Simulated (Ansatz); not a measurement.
Space group Fddd:1 (No. 70). a = 4.694 Å, b = 9.397 Å, c = 14.684 Å, α = 90.00°, β = 90.00°, γ = 90.00°
```
atom site symmetry x y z
  Si   16g       ..2  0.7500  0.7500  0.5631
   O   16d        -1  0.8750  0.6250  0.8750
   O   16f       .2.  0.5000  0.6856  0.0000
```

Equation of state of this SiO2 structure (not necessarily the ground state), with shape and atoms relaxed at each volume where symmetry leaves them free. These are results of DFT LDA, scalar-relativistic, plane waves, PAW in Ansatz, not measurements.

Cutoff 420 eV; k points 6×6×6 on the computed 12-atom cell (Γ-centred); Gaussian smearing, width 0.02 eV; no spin polarisation.

```
V (Å³/atom) E − E(largest V) (meV/atom) P (GPa) gap on mesh (eV)
     11.876                        38.99    18.15              5.74
     12.281                        -0.19    12.96              5.79
     12.686                       -26.77     8.21              5.77
     13.091                       -41.98     3.90              5.72
     13.495                       -46.81    -0.01              5.60
     13.900                       -42.25    -3.54              5.43
     14.305                       -29.20    -6.74              5.25
     14.845                         0.00   -10.52              4.98
```

Task: Fit a third-order Birch–Murnaghan equation to E(V).

Result: V0 = 13.49 Å³/atom, B0 = 124 GPa, B0' = 2.3.

This form isn't the usual stable structure of the compound.